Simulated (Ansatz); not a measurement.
Slab of rocksalt NbN (100), 3 layers

The slab is cut from the rocksalt crystal, which needn't be the stable phase, as relaxed on PAW files (10.81 Å³/atom), with 16 Å of vacuum and a dipole correction:

```xyz
6
Lattice="3.1268 0.0000 0.0000 0.0000 3.1268 0.0000 0.0000 0.0000 20.4219" Properties=species:S:1:pos:R:3 pbc="T T T"
Nb    0.7817    0.7817    8.0000
N     2.3451    2.3451    8.0000
Nb    2.3451    2.3451   10.2110
N     0.7817    0.7817   10.2110
Nb    0.7817    0.7817   12.4219
N     2.3451    2.3451   12.4219
```

Level of theory: DFT with PBE, scalar-relativistic, in Ansatz 0.2.0; a Γ-centred 13×13×1 k mesh, Fermi–Dirac smearing of 0.1 eV, no spin polarisation. LAPW: all electrons, basis error target 1 meV/atom; PAW: frozen-core files, cutoff 420 eV.

The bulk energy comes from a cell in the slab's orientation on a 13×13×9 mesh. The surface energy is (E(slab) − N·E(bulk))/2A at zero smearing, the mean of both faces; thin slabs carry quantum-size effects.

Task: As cut, the LAPW slab lies 1.986 eV above 6 atoms of bulk. What surface energy is that?

Result: Over two faces of 9.78 Å² it is 101.6 meV/Å², and times 16.02 J/m² per eV/Å² that gives γ = 1.627 J/m².

Task: What do relaxation and the other method give, and what work function comes out?

Result: 

| method | γ as cut (J/m²) | γ relaxed (J/m²) | Φ as cut (eV) | Φ relaxed (eV) |
| --- | --- | --- | --- | --- |
| LAPW | 1.627 | 1.295 | 3.40 | 3.27 |
| PAW | 1.625 | 1.292 | 3.40 | 3.26 |

Task: How do the spacings between the planes relax?

Result: From the bottom face up: d12 -0.1 % of 2.211 Å, d23 -0.1 % of 2.211 Å. The outer plane rumples by 0.258 Å.

Task: A field of 0.1 V/Å is applied along the normal, atoms held. What follows?

Result: LAPW finds an induced dipole of 0.0441 e·Å a cell (PAW 0.0441), that is 8.16 Å for 4πα over the area, against 4.68 Å between the outer atoms.

Task: A core hole in the 3d shell of Nb is made on one Nb atom of each kind in every 1×1 cell (PAW hole dataset, neutral cell, valence without spin). What does it cost by layer?

Result: layer 1 203.33 eV, layer 2 202.90 eV. Shifts between layers mean more than the absolute values, and a whole layer of holes screens otherwise than one hole.
